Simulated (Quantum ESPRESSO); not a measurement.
# SiNi under changes of volume

One of the cells (11.288 Å³/atom); the others are scaled copies at fixed shape and fractional positions:

```xyz
4
Lattice="2.9428 0.0000 0.0000 0.0000 3.2803 0.0000 0.0000 0.0000 4.6774" Properties=species:S:1:pos:R:3 pbc="T T T"
Ni    1.4714    1.6402    1.6020
Ni    0.0000    0.0000    3.0754
Si    1.4714    1.6402    3.9438
Si    0.0000    0.0000    0.7337
```

The cell is a database's computed one.

* Program: Quantum ESPRESSO 7.5
* Functional: PBE
* Potentials or basis: SSSP 1.3 efficiency PBE
* Cutoff: 748 eV
* Density cutoff: 5987 eV
* k mesh: 9 × 8 × 6
* Occupations: fermi-dirac, width 0.05 eV
* Spin: collinear spin, ferromagnetic start
* Starting moments: [1.0, 1.0, 0.0, 0.0] μB

```csv
volume (Å³/atom),energy over the lowest point (meV/atom),pressure (GPa),largest force (eV/Å)
10.611,68.97,22.2,0.267
10.837,?,?,?
11.062,21.71,11.5,0.133
11.288,8.61,6.9,0.073
11.514,1.59,2.8,0.016
11.740,0.00,-0.8,0.040
11.965,3.29,-4.0,0.087
```

**Question.** What does the run at 10.837 Å³/atom give?

**Answer.** Energy over the lowest point 41.57 meV/atom; pressure 16.5 GPa; largest force 0.198 eV/Å.

Worked out: A Birch-Murnaghan fit of order 3 (a polynomial in V^(-2/3)) to the other rows has its minimum at 11.70 Å³/atom with B0 = V·E''(V) = 183 GPa and B' = 4.7 at fixed shape and positions, which overstates the stiffness. It gives 41.51 meV/atom at 10.837 Å³/atom, against the run's 41.57, and -dE/dV = 16.7 GPa, against 16.5.

Energies are extrapolated to zero smearing.
